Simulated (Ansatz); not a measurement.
Runs of Ansatz 0.2.0 on CdSe. It takes space group F-43m (No. 216, cubic). The conventional cell has a = 6.141 Å, b = 6.141 Å, c = 6.141 Å, α = 90.00°, β = 90.00°, γ = 90.00°. Around Cd (site symmetry -43m) lie 4 Se at 2.66 Å. Se (site symmetry -43m) is surrounded by 4 Cd at 2.66 Å. Measurements of this composition are mostly on another form, of space group No. 186.

| task | level | cell | k mesh | cutoff (eV) | points for each segment of the path | mesh quality | gap on the mesh (eV) | pressure (GPa) | V0 of scaled cells (Å³/atom) | B0 (GPa) |
| --- | --- | --- | --- | --- | --- | --- | --- | --- | --- | --- |
| equation of state | r2SCAN-EpsX | as given | 4 × 4 × 4 | 500 | - | coarse | - | - | 28.99 | 48 |
| band structure | rPW86-PBE | as given | 8 × 8 × 8 | 420 | 14 | not flagged | 0.39 | 3.5 | - | - |
| relaxation of cell and atoms | PBEsol+D4 | relaxed | 8 × 8 × 8 | 420 | - | not flagged | 0.52 | 0.0 | - | - |
| band structure | r2SCAN-EpsX | as given | 4 × 4 × 4 | 500 | 4 | coarse | (a) | -0.4 | - | - |
| equation of state | BLYP+D4 | as given | 8 × 8 × 8 | 420 | - | not flagged | - | - | (b) | 48 |

Alike in all rows: potentials or basis Ansatz PAW; no spin polarisation; smearing fermi-dirac 0.05 eV.

Problem. Fill in the values left out.

Solution. (a) 1.86; (b) 29.03.

Caveats: some runs use coarse meshes; the PAW data sets come from PBE, with cores solved anew for the run's functional, which leaves a small shift of forces and pressure (some runs); the PAW data sets were made with another functional, which shifts forces and pressure a little (some runs); the plane-wave basis is chosen anew once the cell has moved, so the energies of steps on either side of that aren't comparable (some runs); the thresholds are loose for stress (some runs); the potentials were made for another functional, which shifts forces and pressure (some runs).

A k mesh can miss the band edges, and the runs leave out spin-orbit coupling on Cd, Se.

Runs at the PBE level aren't shown here.
